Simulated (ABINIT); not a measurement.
# Ge (Fd-3m) in ABINIT: reference runs

Aim: a first look at Ge with PBEsol, on the cell as given and on a disturbed one.

All numbers are computed with ABINIT 10.8.3 (patched build); they aren't measurements. Logs are shortened: lines on timing, memory, paths and dates and some standing lists are left out, and cuts for length are marked. The log counts tension as positive stress, the text compression.

**Measured values to compare with.**

From “Electronic and optical properties of SixGe1-x-ySny alloys lattice-matched to Ge”, 2021, arxiv:2109.02782, for a bulk crystal of Ge at 293 K: band gap 0.666 eV (indirect).

The runs below are set against these values where they give the same quantity.

### 1 The structure

Symmetry: Fd-3m, No. 227, cubic system. The conventional cell has a = 5.658 Å, b = 5.658 Å, c = 5.658 Å, α = 90.00°, β = 90.00°, γ = 90.00°. Around Ge (site symmetry -43m) lie 4 Ge at 2.45 Å.

### 2 Single point, PBEsol

Contents of run.abi:

```
# Pseudopotentials
pp_dirpath "./"
pseudos "Ge.upf"

# Structure
acell 4.0006828887 4.0006828887 4.0006828887 Angstrom
rprim
     0.0000000000     0.7071067812     0.7071067812
     0.7071067812     0.0000000000     0.7071067812
     0.7071067812     0.7071067812     0.0000000000
ntypat 1
znucl 32
natom 2
typat 1 1
xred
     0.7500000000     0.7500000000     0.7500000000
     0.5000000000     0.5000000000     0.5000000000

# Plane-wave basis
ecut 39.0

# k points
kptopt 1
ngkpt 8 8 8
nshiftk 1
shiftk 0.0 0.0 0.0

# Exchange and correlation
ixc -116133

# Bands and occupations
nband 18
occopt 3
tsmear 0.05 eV

# SCF cycle
nstep 100
tolvrs 1.0e-10

# Output
iomode 3
prtwf 0
prtden 0
prteig 0
prtebands 0
enunit 2
```

Potentials or basis: PseudoDojo NC SR PBEsol v0.4.1 standard.

Command:

```sh
> abinit run.abi > log 2>&1
```

run.abo:

```text
.Version 10.8.3 of ABINIT
 Symmetries : space group Fd -3 m (#227); Bravais cF (face-center cubic)
================================================================================
 Values of the parameters that define the memory need of the present run
     intxc =       0    ionmov =       0      iscf =       7    lmnmax =       6
     lnmax =       6     mgfft =      45  mpssoang =       3    mqgrid =    3001
     natom =       2  nloc_mem =       1    nspden =       1   nspinor =       1
    nsppol =       1      nsym =      48    n1xccc =    2501    ntypat =       1
    occopt =       3   xclevel =       2
       mpw =        3584          nfft =       91125          nkpt =          29
================================================================================
================================================================================

--------------------------------------------------------------------------------
------------- Echo of variables that govern the present computation ------------
--------------------------------------------------------------------------------
 -outvars: echo values of preprocessed input variables --------
            acell      7.5601949762E+00  7.5601949762E+00  7.5601949762E+00 Bohr
              amu      7.26100000E+01
             ecut      3.90000000E+01 Hartree
           enunit           2
              ixc     -116133
         kptrlatt        8    0    0      0    8    0      0    0    8
          kptrlen      6.04815598E+01
            natom           2
            nband          18
            ngfft          45      45      45
             nkpt          29
            nstep         100
             nsym          48
           ntypat           1
           occopt           3
           prtden           0
        prtebands           0
           prteig           0
            prtwf           0
            rprim      0.0000000000E+00  7.0710678120E-01  7.0710678120E-01
                       7.0710678120E-01  0.0000000000E+00  7.0710678120E-01
                       7.0710678120E-01  7.0710678120E-01  0.0000000000E+00
          spgroup         227
           tolvrs      1.00000000E-10
           tsmear      1.83746611E-03 Hartree
            typat      1  1
           xangst      4.2433650000E+00  4.2433650000E+00  4.2433650000E+00
                       2.8289100000E+00  2.8289100000E+00  2.8289100000E+00
            xcart      8.0187977023E+00  8.0187977023E+00  8.0187977023E+00
                       5.3458651349E+00  5.3458651349E+00  5.3458651349E+00
             xred      7.5000000000E-01  7.5000000000E-01  7.5000000000E-01
                       5.0000000000E-01  5.0000000000E-01  5.0000000000E-01
            znucl       32.00000

================================================================================

 chkinp: Checking input parameters for consistency.

================================================================================
[... 97 lines left out ...]
    1      -0.000000000000      0.000000000000      0.000000000000
    2      -0.000000000000     -0.000000000000      0.000000000000

 cartesian coordinates (angstrom) at end:
    1      4.24336500004586     4.24336500004586     4.24336500004586
    2      2.82891000003057     2.82891000003057     2.82891000003057

 cartesian forces (hartree/bohr) at end:
    1     -0.00000000000000     0.00000000000000    -0.00000000000000
    2      0.00000000000000    -0.00000000000000     0.00000000000000
 frms,max,avg= 4.4927820E-28 4.6591090E-28   0.000E+00  0.000E+00  0.000E+00 h/b

 cartesian forces (eV/Angstrom) at end:
    1     -0.00000000000000     0.00000000000000    -0.00000000000000
    2      0.00000000000000    -0.00000000000000     0.00000000000000
 frms,max,avg= 2.3102814E-26 2.3958102E-26   0.000E+00  0.000E+00  0.000E+00 e/A
 length scales=  7.560194976249  7.560194976249  7.560194976249 bohr
              =  4.000682888700  4.000682888700  4.000682888700 angstroms
 Fermi (or HOMO) energy (hartree) =   0.14469   Average Vxc (hartree)=  -0.37648
 Eigenvalues (hartree) for nkpt=  29  k points:
 kpt#   1, nband= 18, wtk=  0.00195, kpt=  0.0000  0.0000  0.0000 (reduced coord)
  -0.76927   -0.76927   -0.76927   -0.76795   -0.76795   -0.76019   -0.76019   -0.76019
  -0.75973   -0.75973   -0.32619    0.14341    0.14396    0.14396    0.14396    0.23711
   0.23711    0.23711
      occupation numbers for kpt#   1
   2.00000    2.00000    2.00000    2.00000    2.00000    2.00000    2.00000    2.00000
   2.00000    2.00000    2.00000    1.33498    1.19570    1.19570    1.19570    0.00000
   0.00000    0.00000
 prteigrs : prtvol=0 or 1, do not print more k-points.

 Fermi (or HOMO) energy (eV) =   3.93724   Average Vxc (eV)= -10.24462
 Eigenvalues (   eV  ) for nkpt=  29  k points:
 kpt#   1, nband= 18, wtk=  0.00195, kpt=  0.0000  0.0000  0.0000 (reduced coord)
 -20.93292  -20.93292  -20.93292  -20.89709  -20.89709  -20.68586  -20.68586  -20.68586
 -20.67329  -20.67329   -8.87598    3.90239    3.91741    3.91741    3.91741    6.45216
   6.45216    6.45216
 prteigrs : prtvol=0 or 1, do not print more k-points.

--- !EnergyTerms
iteration_state     : {dtset: 1, }
comment             : Components of total free energy in Hartree
kinetic             :  1.33975745681565E+02
hartree             :  5.53018818758350E+01
xc                  : -4.31924309222523E+01
Ewald energy        : -9.87503790321150E+01
psp_core            :  5.65725407180514E+00
local_psp           : -1.37072860672342E+02
non_local_psp       : -9.43221967429886E+01
internal            : -1.78402985740493E+02
'-kT*entropy'       : -3.37814384256141E-05
total_energy        : -1.78403019521931E+02
total_energy_eV     : -4.85459347166055E+03
band_energy         : -1.57984929193615E+01
...

 Cartesian components of stress tensor (hartree/bohr^3)
  sigma(1 1)= -2.16658427E-05  sigma(3 2)=  0.00000000E+00
  sigma(2 2)= -2.16658427E-05  sigma(3 1)=  0.00000000E+00
  sigma(3 3)= -2.16658427E-05  sigma(2 1)=  0.00000000E+00

-Cartesian components of stress tensor (GPa)         [Pressure=  6.3743E-01 GPa]
- sigma(1 1)= -6.37431100E-01  sigma(3 2)=  0.00000000E+00
- sigma(2 2)= -6.37431100E-01  sigma(3 1)=  0.00000000E+00
- sigma(3 3)= -6.37431100E-01  sigma(2 1)=  0.00000000E+00

== END DATASET(S) ==============================================================
================================================================================

 -outvars: echo values of variables after computation  --------
            acell      7.5601949762E+00  7.5601949762E+00  7.5601949762E+00 Bohr
           etotal     -1.7840301952E+02
            fcart     -4.4072652617E-28  4.4072652617E-28 -4.6591089909E-28
                       4.4072652617E-28 -4.4072652617E-28  4.6591089909E-28
            rprim      0.0000000000E+00  7.0710678120E-01  7.0710678120E-01
                       7.0710678120E-01  0.0000000000E+00  7.0710678120E-01
                       7.0710678120E-01  7.0710678120E-01  0.0000000000E+00
           strten     -2.1665842711E-05 -2.1665842711E-05 -2.1665842711E-05
                       0.0000000000E+00  0.0000000000E+00  0.0000000000E+00
           xangst      4.2433650000E+00  4.2433650000E+00  4.2433650000E+00
                       2.8289100000E+00  2.8289100000E+00  2.8289100000E+00
             xred      7.5000000000E-01  7.5000000000E-01  7.5000000000E-01
                       5.0000000000E-01  5.0000000000E-01  5.0000000000E-01
 Calculation completed.
```

Wall time 49 s (1 thread of Arm Neoverse V2, shared host); peak memory 0.1 GiB.

Results:

```yaml
Free_energy: -4854.5935 eV
Pressure: 0.6 GPa
Band_gap_on_the_k_mesh: none (metal or under the smearing width)
Valence_electrons_inside_the_program's_atomic_spheres: Ge 11.56 (radii [1.0584] Å)
```

Caveat: this crystal is a semiconductor, whose small gap the functional closes, so the metal is an error of the method.

### 3 Single point, PBEsol (atoms moved at random, drawn with an rms of 0.05 Å)

Changes to run.abi since step 2:

```diff
@@ -5,3 +5,3 @@
 # Structure
-acell 4.0006828887 4.0006828887 4.0006828887 Angstrom
+acell 7.5601949712 7.5601949712 7.5601949712
 rprim
@@ -14,5 +14,8 @@
 typat 1 1
-xred
-     0.7500000000     0.7500000000     0.7500000000
-     0.5000000000     0.5000000000     0.5000000000
+xcart
+     4.2054434614     4.2838325576     4.2270195580
+     2.8276228460     2.8390799314     2.7803659044 Angstrom
+chkprim 0
+chksymtnons 0
+tolsym 1.0e-6
```

Potentials or basis: PseudoDojo NC SR PBEsol v0.4.1 standard.

Command:

```sh
> abinit run.abi > log 2>&1
```

Wall time 7.5 min (1 thread of Arm Neoverse V2, shared host); peak memory 0.33 GiB.

The run converged. Its results:

| Quantity | Value |
| --- | --- |
| Free energy | -4854.5744 eV |
| Pressure | 0.8 GPa |
| Largest force | 0.687 eV/Å |
| Band gap on the k mesh | none (metal or under the smearing width) |
| Valence electrons inside the program's atomic spheres | Ge 11.56 (radii [1.0584] Å) |

Forces on the atoms (eV/Å):
```
Ge   0.432 -0.368 -0.387
Ge  -0.432  0.368  0.387
```

Stress tensor (GPa, compression positive):
```
 0.76 -1.08 -1.03
-1.08  0.78  1.22
-1.03  1.22  0.78
```

Levels at points of the mesh, in eV from the Fermi level:
| k point | band 12 | band 13 | band 14 | band 15 | band 16 | band 17 |
| --- | --- | --- | --- | --- | --- | --- |
| (0.00, 0.00, 0.00) | -0.34 | -0.05 | 0.11 | 0.14 | 2.37 | 2.39 |
| (0.50, 0.00, 0.00) | -7.95 | -1.42 | -1.40 | 0.23 | 3.73 | 3.77 |
| (0.00, 0.50, 0.00) | -7.56 | -1.61 | -1.28 | 0.03 | 3.42 | 3.88 |
| (0.50, 0.50, 0.00) | -8.82 | -3.16 | -3.07 | 0.53 | 0.72 | 9.38 |
| (0.00, 0.00, 0.50) | -7.55 | -1.61 | -1.29 | 0.03 | 3.42 | 3.87 |
| (0.50, 0.00, 0.50) | -8.83 | -3.15 | -3.08 | 0.54 | 0.72 | 9.39 |
| (0.00, 0.50, 0.50) | -8.80 | -3.16 | -3.07 | 0.52 | 0.73 | 9.37 |
| (0.50, 0.50, 0.50) | -7.58 | -1.61 | -1.28 | 0.05 | 3.42 | 3.89 |

### 4 Against experiment

Step 2. Measured gap of Ge: 0.666 eV (indirect; 293 K; “Electronic and optical properties of SixGe1-x-ySny alloys lattice-matched to Ge”, 2021, arxiv:2109.02782). This calculation gives 0.00 eV (-0.67 eV). 3 values of this kind are on record (0.666 to 0.807 eV); this one was drawn at random among those near their median. Spin-orbit coupling on Ge is left out. The value is that of PBEsol on a finite k mesh, which can miss the band edges, without temperature or zero-point motion. Semilocal functionals fall short of measured gaps as a rule.
